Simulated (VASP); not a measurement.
Runs of VASP 6.6.1 on Pb. It takes space group Fm-3m (No. 225, cubic). Conventional cell: a = 4.950 Å, b = 4.950 Å, c = 4.950 Å, α = 90.00°, β = 90.00°, γ = 90.00°. Around Pb (site symmetry m-3m) lie 12 Pb at 3.50 Å. 

```csv
task,level,cell,cutoff (eV),gap on the mesh (eV),pressure (GPa),relaxed volume (Å³/atom)
relaxation of cell and atoms,BLYP,relaxed,600,none,0.0,34.60
band structure,BLYP,as given,520,-,6.0,-
band structure,RPBE,as given,520,-,(a),-
relaxation of cell and atoms,revPBE,relaxed,600,none,0.0,32.66
```

Alike in all rows: potentials or basis VASP PAW PBE potentials, release 64 (Pb_d); no spin polarisation; k mesh 9 × 9 × 9; smearing fermi-dirac 0.05 eV.

**Question.** Estimate the missing entries.

**Answer.** (a) 3.8.

Caveats: the PAW data sets were made with another functional, which shifts forces and pressure a little; spin-orbit coupling is left out, which moves the levels of the heavy elements (some runs); the volume moved by +14 % from the deposited cell, more than functionals usually miss (some runs).

A k mesh can miss the band edges, and the runs leave out spin-orbit coupling on Pb.

A gap of «none» marks a metal or a gap under the smearing width.

Runs at the PBE level aren't shown here.
